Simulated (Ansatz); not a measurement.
The cell of Ge is invented: 4-connected net of one element (Fd-3m, No. 227). Lengths were set from tabulated atomic sizes, so they are only a guess.

```cif
data_structure
_symmetry_space_group_name_H-M 'Fd-3m:1'
_symmetry_Int_Tables_number 227
_cell_length_a 12.6767
_cell_length_b 12.6767
_cell_length_c 12.6767
_cell_angle_alpha 90.000
_cell_angle_beta 90.000
_cell_angle_gamma 90.000
_cell_volume 2037.15
loop_
_atom_site_label
_atom_site_type_symbol
_atom_site_symmetry_multiplicity
_atom_site_Wyckoff_symbol
_atom_site_fract_x
_atom_site_fract_y
_atom_site_fract_z
_atom_site_occupancy
Ge1 Ge 32 e 0.06458 0.93542 0.43542 1
```

All numbers below come from Ansatz 0.2.0, DFT PBE, scalar-relativistic, plane waves, PAW. Cutoff 420 eV, Gaussian smearing, Γ-centred meshes. Cell and atoms relax first on a coarse mesh and then on a finer one. In between, the cell is made exact in the group found at 0.06 Å. In metals the finer mesh still leaves noise of several meV/atom or more. The steps can't lower the symmetry of their start. No spin polarisation.

A guess keeps its type if space group and coordination stay and the shape of the cell changes little (axis ratios within about 15 %, angles within 6°); the volume may change.

Question: Does it keep its structure type, or change into something else?

Answer: It keeps its type. The symmetry stays Fd-3m (No. 227). The volume per atom grows by 5.5 %, from 63.7 to 67.1 Å³. The shortest distance goes from 2.32 Å (Ge–Ge) to 2.39 Å (Ge–Ge). Counting neighbours within 15 % of an atom's shortest distance, the start has Ge 4 and the end Ge 4.

The last run used a 6×6×6 mesh for its 8-atom cell and Gaussian smearing of 0.10 eV. A structure relaxed within its symmetry needn't be a true minimum. Another cell of Ge relaxed alike, in P6_3/mmc, lies 0.95 eV/atom lower, so this cell isn't the stable form at this level.
